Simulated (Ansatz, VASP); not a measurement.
**One calculation of CaS, two programs**

```xyz
2
Lattice="0.0000 2.8170 2.8170 2.8170 0.0000 2.8170 2.8170 2.8170 0.0000" Properties=species:S:1:pos:R:3 pbc="T T T"
Ca    0.0000    0.0000    0.0000
S     2.8170    2.8170    2.8170
```

Alike in both runs: functional PBE; dispersion D3(BJ); k mesh 8 × 8 × 8; occupations gaussian, width 0.02 eV; no spin polarisation.

Ansatz relaxed the structure, and its values are those at the end. VASP's run is a single point on that final structure, the one shown.

|  | VASP | Ansatz |
| --- | --- | --- |
| version | VASP 6.6.1 | Ansatz 0.2.0 |
| potentials or method | VASP PAW PBE potentials, release 64 (Ca_sv, S) | scalar-relativistic, plane waves, PAW |
| plane-wave cutoff (eV) | 520 | 420 |
| valence electrons in the cell | 16 | 16 |

|  | VASP | Ansatz | Ansatz less VASP |
| --- | --- | --- | --- |
| gap on the k mesh at the Fermi level (eV) | 2.28 | 2.29 | +0.006 |
| least direct gap on the mesh (eV) | 3.11 | 3.11 | +0.006 |
| pressure (GPa) | 0.2 | 0.0 | -0.18 |

A k mesh can miss the band edges.
